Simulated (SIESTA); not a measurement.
## Cu in SIESTA: the effect of basis

The system is Cu.

```
CELL_PARAMETERS angstrom
0.00000 1.80750 1.80750
1.80750 0.00000 1.80750
1.80750 1.80750 0.00000
ATOMIC_POSITIONS crystal
Cu 0.00000 0.00000 0.00000
```

Alike in all runs:

```yaml
Program: SIESTA 5.4.2
Task: single point
Functional: PBE
Potentials_or_basis: PseudoDojo 0.4 standard (PBE files)
Grid_cutoff: 800 Ry
Energy_shift: 0.003 Ry
k_mesh: 13 × 13 × 13
Occupations: fermi-dirac, width 0.05 eV
Spin: no spin polarisation
```

```csv
basis,pressure (GPa)
SZ,40.1
SZP,-0.8
DZ,?
DZP,1.1
DZDP,1.0
TZP,0.5
TZDP,1.0
```

Q: What does the run with basis DZ give?

A: Pressure -1.7 GPa.

Caveats: short orbitals over semicore shells can move pressures by several GPa; the basis of atomic orbitals isn't converged, which shifts pressures, moduli and gaps; the basis has no polarisation orbitals (some runs); a pressure of tens of GPa on the cell as given is suspect, and the run, the potentials or the cell itself is likely at fault (some runs).
